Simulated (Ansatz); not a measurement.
C: what changed settings do

All trials start from this Ansatz input:

```yaml
crystal:
  lattice:
    - [2.4561701622, 0.0, 0.0]
    - [-1.2280850811, 2.1271057565, 0.0]
    - [0.0, 0.0, 8.52380336]
  atoms:
    - { symbol: C, position: [0.33333333, 0.66666667, 0.0] }
    - { symbol: C, position: [0.66666667, 0.33333333, 0.0] }
basis:
  ecutwfc: 420
kpoints:
  mp_grid: { grid: [6, 6, 2] }
hamiltonian:
  xc: pbe
scf:
  occupations: { method: gaussian, width: 0.1 }
output:
  forces: true
  stress: true
  eigenvalues: true
```

Command:

```bash
ansatz run input.yaml --threads 1 --pin off --max-ram 1331MiB --backend cpu --events-out ev --progress --plain --runs-dir out
```

The run converges in 6 SCF iterations on 14 irreducible k-points: pressure 1.54 GPa, no gap.

The inputs are trials, many of them unsound on purpose. Their numbers show the effect of the settings and aren't properties of the material. Each trial's input is given as a difference from the reference's; energies are extrapolated to zero smearing where there is one, and pressure is positive in compression. Charged cells sit in a uniform background, and their pressures hang on that convention.

Trial 1 (volume scaled):

```diff
 crystal:
   lattice:
-    - [2.4561701622, 0.0, 0.0]
-    - [-1.2280850811, 2.1271057565, 0.0]
-    - [0.0, 0.0, 8.52380336]
+    - [2.2054876994, 0.0, 0.0]
+    - [-1.1027438497, 1.9100083754, 0.0]
+    - [0.0, 0.0, 7.6538440829]
 kpoints:
-  mp_grid: { grid: [6, 6, 2] }
+  mp_grid: { grid: [2, 6, 2], shift: [0.91, 0.22, 0.67] }
 hamiltonian:
-  xc: pbe
+  xc: blyp
 scf:
-  occupations: { method: gaussian, width: 0.1 }
+  occupations: { method: cold, width: 0.0025 }
```

The run converges in 7 SCF iterations on 24 irreducible k-points: pressure 68.00 GPa, largest force 0.663 eV/Å, gap on the sampled k-points 4.21 eV (the reference is a metal, so it comes from the sampling or the changed settings). It warns that the mesh lowers the symmetry. Forces of BLYP on these PAW sets can be off by 10 %.

Trial 2 (volume scaled):

```diff
 crystal:
   lattice:
-    - [2.4561701622, 0.0, 0.0]
-    - [-1.2280850811, 2.1271057565, 0.0]
-    - [0.0, 0.0, 8.52380336]
+    - [2.6875025382, 0.0, 0.0]
+    - [-1.3437512691, 2.3274454708, 0.0]
+    - [0.0, 0.0, 9.3266108016]
+  symmetry: { detect: true }
+total_charge: -0.5
```

The run converges in 13 SCF iterations on 14 irreducible k-points: pressure -17.56 GPa (with the neutralising background of the charged cell), no gap.

Trial 3 (volume scaled):

```diff
 crystal:
   lattice:
-    - [2.4561701622, 0.0, 0.0]
-    - [-1.2280850811, 2.1271057565, 0.0]
-    - [0.0, 0.0, 8.52380336]
+    - [2.2743918233, 0.0, 0.0]
+    - [-1.1371959117, 1.9696810972, 0.0]
+    - [0.0, 0.0, 7.8929664418]
 basis:
+  ecutrho_ratio: 5
 kpoints:
-  mp_grid: { grid: [6, 6, 2] }
+  mp_grid: { kspacing: 0.54 }
 hamiltonian:
-  xc: pbe
+  xc: blyp
 scf:
-  occupations: { method: gaussian, width: 0.1 }
+  occupations: { method: tetrahedron, width: 0.05 }
+  n_extra_bands: 30
+  max_iter: 58
```

The run converges in 8 SCF iterations on 14 irreducible k-points: pressure 41.31 GPa, no gap. It warns that the printed bands weren't solved further after the SCF; that the smearing width isn't read; that forces and stress under tetrahedra may miss the energy's slope.

Trial 4 (one atom moved):

```diff
 crystal:
   atoms:
-    - { symbol: C, position: [0.66666667, 0.33333333, 0.0] }
+    - { symbol: C, position: [0.6870235624, 0.3333333333, 0.0] }
```

The run converges in 6 SCF iterations on 40 irreducible k-points: energy 19.8 meV per atom above the reference, pressure 1.94 GPa, largest force 2.206 eV/Å, gap on the sampled k-points 0.67 eV (the reference is a metal, so it comes from the sampling or the changed settings).

Trial 5:

```diff
-basis:
-  ecutwfc: 420
+basis: {}
 scf:
-  occupations: { method: gaussian, width: 0.1 }
+  occupations: { method: methfessel_paxton, width: "0.005 Ry" }
```

The run converges in 5 SCF iterations on 14 irreducible k-points: energy 0.77 meV per atom above the reference, pressure 1.54 GPa, no gap.

Trial 6:

```diff
 basis:
-  ecutwfc: 420
+  ecutwfc: 500
 hamiltonian:
-  xc: pbe
+  xc: lda
 scf:
-  occupations: { method: gaussian, width: 0.1 }
+  occupations: { method: tetrahedron_uncorrected }
+  mixing: { algorithm: msr1, ndim: 4, preconditioner: kerker }
+  initial_density: { chi_scale: 0, normalization: atom }
+  max_iter: 80
+  convergence: { dr2_threshold: "1e-5 eV" }
```

The run converges in 13 SCF iterations on 14 irreducible k-points: pressure -1.40 GPa, no gap. It warns that the printed bands weren't solved further after the SCF; that the SCF threshold is loose for the forces; that the SCF threshold is loose for the stress.